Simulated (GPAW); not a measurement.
# TiO2 (P1) in GPAW: dielectric tensor with LDA

Aim: the dielectric tensor of TiO2 with LDA.

Program: GPAW 26.7.0. These are calculated values, not measurements. Logs are shortened: lines on timing, memory, paths and dates and some standing lists are left out, and cuts for length are marked. The log counts tension as positive stress, the text compression.

**1. Starting point**

The typed cell holds 9 atoms: a = 2.908 Å, b = 4.612 Å, c = 7.093 Å, α = 88.08°, β = 78.18°, γ = 90.00°.

The cell comes from a database or a generator and needn't be the stable form of this composition.

**2. Dielectric tensor, LDA**

File run.py:

```python
import numpy as np
from ase.dft.bandgap import bandgap
from ase.io import read, write
from gpaw import GPAW, PW
from gpaw.response.df import DielectricFunction

atoms = read('TiO2.xyz')

calc = GPAW(mode=PW(650),
            xc='LDA',
            kpts={'size': (5, 3, 2), 'gamma': True},
            occupations={'name': 'fermi-dirac', 'width': 0.001},
            nbands=63,
            convergence={'density': 1e-06},
            maxiter=150,
            txt='gpaw.txt')
atoms.calc = calc
energy = atoms.get_potential_energy()
calc.write('gs.gpw')
write('result.traj', atoms)
print(f'Energy: {energy:.6f} eV')
print('Fermi level:', round(calc.get_fermi_level(), 4), 'eV')
print(f'Gap: {bandgap(calc)[0]:.4f} eV, direct: {bandgap(calc, direct=True)[0]:.4f} eV')

for size in [(4, 2, 2)]:
    name = 'x'.join(str(n) for n in size)
    dense = calc.fixed_density(kpts={'size': size, 'gamma': True},
                               nbands=114, convergence={'bands': 108, 'eigenstates': 1e-7},
                               update_fermi_level=True, txt=f'dense-{name}.txt')
    dense.write(f'{name}.gpw', mode='all')
    df = DielectricFunction(f'{name}.gpw', frequencies=np.array([0.0]), hilbert=False, eta=0.001,
                            ecut=80, nbands=108, intraband=False, txt=f'df-{name}.txt')
    for xc in ['RPA']:
        for direction in ['x', 'y', 'z', [0, 1, 1], [1, 0, 1], [1, 1, 0]]:
            e0, e = df.get_macroscopic_dielectric_constant(xc=xc, direction=direction)
            print(f'{name} {xc} {direction}: {e0:.4f} without, {e:.4f} with local fields')
```

File TiO2.xyz:

```xyz
9
Lattice="2.9076707165 0.0000000000 0.0000000000 0.0002038356 4.6115061824 0.0000000000 1.4532841921 0.2374060848 6.9388637176" Properties=species:S:1:pos:R:3 pbc="T T T"
Ti     0.0108263018      0.0019599413      0.0048793396
Ti     1.4628309090      2.2899685469      2.1993413419
Ti     2.9189032123      2.5626743298      4.7496269572
O      1.4663272769      0.8856629471      0.8919132156
O      2.9187215820      1.4802565747      3.1355203447
O      1.4661251528      1.6161476527      5.5944118268
O      2.9195761705      3.2367454749      1.3542689258
O      1.4657848206      3.3723805586      3.8130078223
O      2.9202637372      3.9669757507      6.0564288510
```

Potentials or basis: the program's PAW data sets (release 1.2.1) made for this functional, pw.

On the command line:

```
$ OMP_NUM_THREADS=1 python run.py
```

gpaw.txt:

```text
__  _  _
 | _ |_)|_||  |
 |__||  | ||/\| - 26.7.0

Input parameters:
  mode=PW(ecut=650.0),
  convergence={'density': 1e-06},
  kpts=MonkhorstPack(size=(5, 3, 2), gamma=True),
  maxiter=150,
  nbands=63,
  occupations=Occupations(name='fermi-dirac', width=0.001),
  xc=XC(name='LDA')

Diagonalizing LCAO Hamiltonian
Converting LCAO to pw mode

                 O

            O   Ti
             O

            Ti O
                O

           O
       Ti

Atoms  # Å, Bohr magnetons
|   | symbol |        x |        y |        z |    initial magnetic moments |
|---|--------|----------|----------|----------|-----------------------------|
| 0 |     Ti | 0.010826 | 0.001960 | 0.004879 | ( 0.0000,  0.0000,  0.0000) |
| 1 |     Ti | 1.462831 | 2.289969 | 2.199341 | ( 0.0000,  0.0000,  0.0000) |
| 2 |     Ti | 2.918903 | 2.562674 | 4.749627 | ( 0.0000,  0.0000,  0.0000) |
| 3 |      O | 1.466327 | 0.885663 | 0.891913 | ( 0.0000,  0.0000,  0.0000) |
| 4 |      O | 2.918722 | 1.480257 | 3.135520 | ( 0.0000,  0.0000,  0.0000) |
| 5 |      O | 1.466125 | 1.616148 | 5.594412 | ( 0.0000,  0.0000,  0.0000) |
| 6 |      O | 2.919576 | 3.236745 | 1.354269 | ( 0.0000,  0.0000,  0.0000) |
| 7 |      O | 1.465785 | 3.372381 | 3.813008 | ( 0.0000,  0.0000,  0.0000) |
| 8 |      O | 2.920264 | 3.966976 | 6.056429 | ( 0.0000,  0.0000,  0.0000) |

Unit cell  # Å
| periodic |        x |        y |        z |  lengths |    angles |
|----------|----------|----------|----------|----------|-----------|
|      yes | 2.907671 | 0.000000 | 0.000000 | 2.907671 | 88.081512 |
|      yes | 0.000204 | 4.611506 | 0.000000 | 4.611506 | 78.177610 |
|      yes | 1.453284 | 0.237406 | 6.938864 | 7.093393 | 89.997467 |

Number of symmetries: 1
Symmetry operations  # r_c * U_cc + t_c -> r_c
|   | kind |            matrix            |
|---|------|------------------------------|
| 0 |  E   |  1, 0, 0,  0, 1, 0,  0, 0, 1 |

BZ-sampling:
  Number of BZ points: 30
  Number of IBZ points: 16

  Monkhorst-Pack size: [5, 3, 2]
  Monkhorst-Pack shift: [0.0, 0.0, 0.25]

K-points  # in reciprocal-cell coordinates
|     |                                coordinates |     weight |
|-----|--------------------------------------------|------------|
|   0 | (  0.00000000,   0.00000000,   0.00000000) | 0.03333333 |
|   1 | (  0.00000000,   0.00000000,   0.50000000) | 0.03333333 |
|   2 | (  0.00000000,   0.33333333,   0.00000000) | 0.06666667 |
|   3 | (  0.00000000,   0.33333333,   0.50000000) | 0.06666667 |
|   4 | (  0.20000000,  -0.33333333,   0.00000000) | 0.06666667 |
|   5 | (  0.20000000,  -0.33333333,   0.50000000) | 0.06666667 |
|   6 | (  0.20000000,   0.00000000,   0.00000000) | 0.06666667 |
|   7 | (  0.20000000,   0.00000000,   0.50000000) | 0.06666667 |
|   8 | (  0.20000000,   0.33333333,   0.00000000) | 0.06666667 |
|   9 | (  0.20000000,   0.33333333,   0.50000000) | 0.06666667 |
| ... |                                            |            |
|  15 | (  0.40000000,   0.33333333,   0.50000000) | 0.06666667 |

Plane wave coefficients: 3521
Cutoff: 650.0 eV

Spin-components: 1 (collinear spins)
Bands:           63
Projectors:      48
Spin-degeneracy: 2
Datatype:        complex128

Parallelization:
  kpt:    1
  domain: 1
  band:   1

Density:
  Valence electrons: 72.0
  Components: 1
  Grid points: [18 28 42]
  Charge: 0.0  # |e|

Potential:
  Grid points: [18 28 42]

species:
  Ti:
    name:    Titanium
    Z:       22.0
    valence: 12
    core:    10
    charge:  0.0  # [|e|]
    compensation charges:
      type: gauss
      rc: 0.38  # [Å]
      lmax: 2
    cutoffs:
      filter: 2.23  # [Å]
      core: 1.02  # [Å]
    projectors
    | kind |    occ | energy [eV] | rcut [Å] |
    |------|--------|-------------|----------|
    |   3s |  2.000 |     -62.257 |    1.270 |
    |   4s |  2.000 |      -4.593 |    1.270 |
    |   3p |  6.000 |     -38.791 |    1.058 |
    |   4p |  0.000 |      -1.536 |    1.058 |
    |   3d |  2.000 |      -4.463 |    1.058 |
    |    d |        |      22.748 |    1.058 |

    Using partial waves for Ti as LCAO basis

  O:
    name:    Oxygen
    Z:       8.0
    valence: 6
    core:    2
    charge:  0.0  # [|e|]
    compensation charges:
      type: gauss
      rc: 0.21  # [Å]
      lmax: 2
    cutoffs:
      filter: 1.17  # [Å]
      core: 0.83  # [Å]
    projectors
    | kind |    occ | energy [eV] | rcut [Å] |
    |------|--------|-------------|----------|
    |   2s |  2.000 |     -23.752 |    0.688 |
    |   2p |  4.000 |      -9.195 |    0.598 |
    |    s |        |       3.459 |    0.688 |
    |    p |        |      18.016 |    0.598 |
    |    d |        |       0.000 |    0.619 |

    Using partial waves for O as LCAO basis

Reference energy: -81689.295588  # eV

eigensolver:
  PPCG
  Converge bands: occupied
  niter=2

density mixing:
  MSR1-Mixer
  Pratt-step length: 0.05
  Maximum mixing coefficient: 0.75
  Old densities: 10
  SVD Regularization: 0.005
  Good broyden scale: 1.0
  Trust region scale: 1.0
  Backstep threshold: 4.0
  History deletion threshold: 6.0
  Fourier metric: weight=20.0, sigma=0.015

occupation numbers:
  Fermi-Dirac:
    width: 0.0010  # eV

poisson solver:
  ecut: 5200.0  # eV

xc functional:
  name: None

convergence criteria:
- Maximum integral of absolute [dens]ity change: 1e-06 electrons / valence electron
- Maximum [total energy] change in last 3 cyles: 0.0005 eV / valence electron
- Maximum integral of absolute [eigenst]ate change: 4e-08 eV^2 / valence electron
maximum number of iterations: 150

SCF iterations
|iter     | |      energy | eigst |  dens |
|---------|-|-------------|-------|-------|
|iter:   1| |  -98.784209 | +0.01 |       |
|iter:   2| |  -94.607206 | -1.46 | -0.80 |
|iter:   3| |  -86.252477 | -0.37 | -0.87 |
|iter:   4| |  -85.822238 | -1.80 | -1.40 |
|iter:   5| |  -85.762713 | -2.41 | -1.65 |
|iter:   6| |  -85.739356 | -2.98 | -2.04 |
|iter:   7| |  -85.726327 | -3.53 | -2.36 |
|iter:   8| |  -85.726341c| -4.70 | -3.11 |
|iter:   9| |  -85.726266c| -5.54 | -3.40 |
|iter:  10| |  -85.726267c| -6.74 | -3.82 |
|iter:  11| |  -85.726267c| -7.24 | -4.27 |
|iter:  12| |  -85.726267c| -7.88c| -4.65 |
|iter:  13| |  -85.726267c| -8.42c| -5.21 |
|iter:  14| |  -85.726267c| -9.02c| -5.83 |
|iter:  15| |  -85.726267c| -9.54c| -6.40c|

Converged in 15 steps
Energy contributions relative to reference atoms: (reference = -81689.295588)

Energy contributions:
  Kinetic:         106.211381
  Coulomb:        -115.792820
  Zero:              1.419543
  External:          0.000000
  Xc:              -77.564370
  Entropy:          -0.000000
  Spinorbit:         0.000000
  ----------------------------
  Free energy:     -85.726267
  Extrapolated:    -85.726267

dipole moment: (-13.534121, -15.655303, -22.305150)  # |e|*Ang

Fermi level: 5.751
Eigenvalues  # (at kpt = [0.000, 0.000, 0.000])
| band index |      eig [eV] | occ [0-2] |
|------------|---------------|-----------|
|          0 |       -50.872 |     2.000 |
|        ... |               |           |
|         28 |         2.728 |     2.000 |
|         29 |         3.222 |     2.000 |
|         30 |         3.282 |     2.000 |
|         31 |         3.938 |     2.000 |
|         32 |         4.508 |     2.000 |
|         33 |         4.576 |     2.000 |
[... 8 lines left out ...]
|         42 |         8.576 |     0.000 |
|         43 |         8.922 |     0.000 |
|        ... |               |           |
|         62 |        24.401 |     0.000 |

Gap: 2.448 eV
Transition (v -> c):
  (s=0, k=0, n=35, [0.00, 0.00, 0.00]) -> (s=0, k=0, n=36, [0.00, 0.00, 0.00])
No difference between direct/indirect transitions
# Writing to gs.gpw (mode='')
```

Run time: 2.8 min. Hardware: 1 thread of Intel Xeon 6975P-C (Granite Rapids), shared host; peak memory 0.57 GiB.

What came out:

* Free energy: -85.7263 eV
* Band gap on the k mesh: 2.45 eV, direct
* Electronic dielectric tensor (diagonal): 7.47, 5.33, 6.39

Electronic dielectric tensor:
```
 7.47 -0.01  0.00
-0.01  5.33  0.10
 0.00  0.10  6.39
```

Caveat: the k mesh is coarse (spacing up to 0.68 Å⁻¹), so the values aren't converged; the long-wavelength limit can be off by several per cent where d states take part.
